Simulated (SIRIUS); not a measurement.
The system is CuO.

```
CELL_PARAMETERS angstrom
2.83633 0.00000 0.00000
-1.41816 2.45633 0.00000
0.00000 0.00000 2.76811
ATOMIC_POSITIONS crystal
Cu 0.00000 0.00000 0.00000
O 0.66667 0.33333 0.50000
```

Measurements of this composition are mostly on another form, of space group No. 15.

Base run:

- Program: SIRIUS 7.10.0
- Functional: LDA
- Potentials or basis: PseudoDojo 0.4.1 PBE standard (scalar relativistic)
- Cutoff: 1254 eV
- Density cutoff: 5016 eV
- k mesh: 9 × 9 × 8
- Occupations: fermi-dirac, width 0.05 eV
- Spin: no spin polarisation

Its results: band gap on the k mesh none (metal or under the smearing width); pressure -16.9 GPa.

The run is repeated on the same cell with these changes: functional from LDA to RPBE; libxc names from ["XC_LDA_X", "XC_LDA_C_PW"] to ["XC_GGA_X_RPBE", "XC_GGA_C_PBE"]. What comes out?

Band gap on the k mesh none (metal or under the smearing width); pressure 4.8 GPa.

Caveats: the potentials were made for another functional, which shifts forces and pressure; an odd number of electrons without spin polarisation forces a metal; a magnetic or distorted state may lie lower; the run has no spin polarisation, though such a crystal can be magnetic; semilocal functionals often make such compounds metallic where correlation or magnetic order opens a gap, which also shifts bond lengths.
